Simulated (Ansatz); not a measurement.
# Symmetry broken, then relaxed in SnO

These are results of Ansatz, DFT PBE+D3(BJ), scalar-relativistic, plane waves, PAW, not measurements. Settings: plane waves to 420 eV, k-mesh 10×10×4 (Γ-centred), Gaussian smearing 0.15 eV. No spin polarisation. Energies are free energies at this smearing, counted from the undisturbed cell; pressure is positive in compression.

The starting cell (relaxed at this level):

```
Sn O
1.0
     2.71251   -2.71250    0.00000
     2.71251    2.71250    0.00000
     0.00000    0.00000    9.51785
Sn O
4 4
Direct
  0.99989 0.00011 0.00023
  0.00011 0.99989 0.50023
  0.50013 0.49987 0.25677
  0.49987 0.50013 0.75677
  0.00018 0.49981 0.37850
  0.99982 0.50019 0.87850
  0.50019 0.99982 0.37850
  0.49981 0.00018 0.87850
```

The atoms are displaced (Å, in the unstrained cell):

```tsv
atom	ux	uy	uz
Sn1	-0.006	0.011	-0.001
Sn2	-0.006	0.017	-0.004
Sn3	-0.003	-0.002	-0.003
Sn4	0.006	-0.021	0.018
O5	0.004	0.004	0.006
O6	0.008	-0.005	0.007
O7	-0.013	0.001	-0.019
O8	0.009	-0.005	-0.003
```

The cell is strained by (-0.0944, 0.0724, 0.0220, -0.0349, 0.0407, -0.0645) (xx, yy, zz, yz, xz, xy; engineering shear). Cell and atoms are then relaxed.

**Question.** Does the relaxation return to the undisturbed structure?

**Answer.** Yes (up to a choice of domain or origin): same space group and volume, and an energy 0.0 meV/atom from it. The disturbance itself cost 150.8 meV/atom. The final space group reads P4/nmm (tolerance 0.05 Å) and the volume changes by 0.00 %.

Final structure:

```yaml
crystal:
  lattice:
    - [2.72978, -2.72770, 0.00070]
    - [2.69481, 2.69814, 0.00057]
    - [0.00346, -0.00132, 9.51706]
  atoms:
    - { symbol: Sn, position: [0.99987, 0.99993, 0.00027] }
    - { symbol: Sn, position: [0.99987, 0.99993, 0.50027] }
    - { symbol: Sn, position: [0.50014, 0.50007, 0.25673] }
    - { symbol: Sn, position: [0.50013, 0.50007, 0.75673] }
    - { symbol: O, position: [0.99998, 0.50001, 0.37734] }
    - { symbol: O, position: [0.99997, 0.50001, 0.87734] }
    - { symbol: O, position: [0.50002, 0.99999, 0.37966] }
    - { symbol: O, position: [0.50002, 0.99999, 0.87966] }
```

The relaxation, step by step (energy from the first step; small jumps at an unchanged geometry come where the plane waves are selected anew for the new cell):

```
step  ΔE (meV/atom) largest force component (eV/Å) pressure (GPa)
   1            0.0                           0.475            3.06
   2         -101.6                           0.328            0.42
   3         -142.3                           0.124            1.02
   4         -143.2                           0.008            0.07
   5         -143.2                           0.006            0.00
   6         -150.0                           0.008            0.43
   7         -150.4                           0.018            0.06
   8         -150.4                           0.001            0.00
   9         -150.7                           0.001            0.01
```

Frames along the relaxation (Å, eV/Å):

```xyz
8
Lattice="2.544 -2.996 0.102 2.369 2.821 0.008 0.193 -0.166 9.727" Properties=species:S:1:pos:R:3:forces:R:3 pbc="T T T" step=1
Sn    2.538   -2.984    0.103   -0.124    0.025    0.140
Sn    2.460    2.756    4.870   -0.148    0.033    0.044
Sn    2.504   -0.133    2.550    0.135   -0.074   -0.067
Sn    2.609   -0.235    7.435    0.185    0.005   -0.259
O     1.261    1.351    3.692   -0.198    0.096   -0.408
O     3.906   -1.736    8.659   -0.046    0.099   -0.368
O     3.702    1.261    3.721    0.219   -0.057    0.444
O     1.450   -1.648    8.594   -0.023   -0.127    0.475
8
Lattice="2.662 -2.899 0.085 2.489 2.738 0.002 0.157 -0.143 9.727" Properties=species:S:1:pos:R:3:forces:R:3 pbc="T T T" step=2
Sn    2.655   -2.887    0.087   -0.072    0.033   -0.105
Sn    2.558    2.683    4.859   -0.096    0.036   -0.107
Sn    2.617   -0.120    2.542    0.091   -0.070    0.082
Sn    2.704   -0.210    7.417    0.112   -0.014    0.049
O     1.301    1.319    3.669   -0.043    0.064   -0.291
O     4.052   -1.659    8.622   -0.047    0.060   -0.263
O     3.875    1.235    3.727    0.057   -0.035    0.328
O     1.476   -1.580    8.604   -0.002   -0.074    0.307
8
Lattice="2.755 -2.759 0.025 2.610 2.636 0.003 0.055 -0.039 9.547" Properties=species:S:1:pos:R:3:forces:R:3 pbc="T T T" step=3
Sn    2.732   -2.743    0.015    0.003   -0.004    0.110
Sn    2.649    2.612    4.794   -0.038    0.017    0.081
Sn    2.718   -0.081    2.478    0.012   -0.028   -0.124
Sn    2.712   -0.091    7.224    0.045   -0.004   -0.074
O     1.340    1.296    3.588   -0.003    0.013   -0.053
O     4.094   -1.466    8.358   -0.019    0.002   -0.034
O     4.027    1.230    3.682   -0.012    0.017    0.051
O     1.411   -1.407    8.429    0.012   -0.012    0.043
8
Lattice="2.748 -2.760 0.010 2.635 2.664 0.004 0.030 -0.012 9.538" Properties=species:S:1:pos:R:3:forces:R:3 pbc="T T T" step=4
Sn    2.742   -2.756    0.013    0.003    0.000    0.002
Sn    2.645    2.658    4.780    0.005    0.000    0.001
Sn    2.706   -0.057    2.456   -0.005    0.005   -0.001
Sn    2.720   -0.057    7.221   -0.005   -0.004   -0.001
O     1.330    1.326    3.578   -0.003    0.002   -0.006
O     4.091   -1.436    8.354    0.002    0.000   -0.003
O     4.022    1.276    3.657    0.001   -0.001    0.001
O     1.400   -1.389    8.418    0.002   -0.002    0.008
8
Lattice="2.734 -2.750 0.010 2.651 2.679 0.005 0.030 -0.010 9.530" Properties=species:S:1:pos:R:3:forces:R:3 pbc="T T T" step=5
Sn    2.729   -2.748    0.014   -0.001    0.000    0.006
Sn    2.661    2.675    4.775    0.000    0.000    0.002
Sn    2.706   -0.040    2.453    0.000    0.000   -0.006
Sn    2.721   -0.045    7.217    0.000    0.000   -0.002
O     1.337    1.337    3.583    0.000   -0.001    0.002
O     4.086   -1.418    8.358    0.000    0.000   -0.001
O     4.030    1.299    3.644    0.000    0.000    0.000
O     1.394   -1.385    8.404    0.000    0.000   -0.002
8
Lattice="2.734 -2.750 0.010 2.651 2.679 0.005 0.030 -0.010 9.530" Properties=species:S:1:pos:R:3:forces:R:3 pbc="T T T" step=6
Sn    2.729   -2.748    0.014   -0.001   -0.001    0.008
Sn    2.661    2.675    4.775   -0.001   -0.001    0.005
Sn    2.706   -0.040    2.453    0.001    0.001   -0.008
Sn    2.721   -0.045    7.217    0.001    0.001   -0.004
O     1.337    1.337    3.583    0.001   -0.001    0.003
O     4.086   -1.418    8.358    0.001   -0.001    0.000
O     4.030    1.299    3.644   -0.001    0.001    0.000
O     1.394   -1.385    8.404    0.000    0.001   -0.003
8
Lattice="2.735 -2.732 0.001 2.689 2.694 0.001 0.006 -0.003 9.517" Properties=species:S:1:pos:R:3:forces:R:3 pbc="T T T" step=7
Sn    2.734   -2.732    0.003    0.000   -0.001    0.018
Sn    2.691    2.693    4.761    0.001    0.000    0.018
Sn    2.715   -0.021    2.445   -0.001    0.002   -0.017
Sn    2.718   -0.022    7.203   -0.002    0.001   -0.018
O     1.347    1.346    3.588    0.001   -0.002    0.000
O     4.085   -1.388    8.347    0.001   -0.001    0.001
O     4.059    1.326    3.618   -0.001    0.000   -0.001
O     1.373   -1.369    8.375    0.000    0.001    0.000
8
Lattice="2.730 -2.728 0.001 2.695 2.698 0.001 0.003 -0.001 9.517" Properties=species:S:1:pos:R:3:forces:R:3 pbc="T T T" step=8
Sn    2.729   -2.728    0.003    0.000    0.000    0.000
Sn    2.696    2.698    4.762    0.000    0.000    0.000
Sn    2.714   -0.015    2.444    0.000    0.000    0.000
Sn    2.715   -0.016    7.202    0.000    0.000    0.001
O     1.349    1.349    3.591    0.000    0.000    0.000
O     4.080   -1.380    8.351    0.000    0.000    0.000
O     4.061    1.334    3.614    0.000    0.000    0.000
O     1.368   -1.365    8.372    0.000    0.000    0.000
8
Lattice="2.730 -2.728 0.001 2.695 2.698 0.001 0.003 -0.001 9.517" Properties=species:S:1:pos:R:3:forces:R:3 pbc="T T T" step=9
Sn    2.729   -2.728    0.003    0.000    0.000   -0.001
Sn    2.696    2.698    4.762    0.000    0.000   -0.001
Sn    2.714   -0.015    2.444    0.000    0.000    0.001
Sn    2.715   -0.016    7.202    0.000    0.000    0.001
O     1.349    1.349    3.591    0.000    0.000    0.001
O     4.080   -1.380    8.351    0.000    0.000    0.001
O     4.061    1.334    3.614    0.000    0.000   -0.001
O     1.368   -1.365    8.372    0.000    0.000   -0.001
```

Cost: 3 runs of about 15 core-minutes in all, on Intel Xeon Platinum 8488C (Sapphire Rapids) (shared hosts).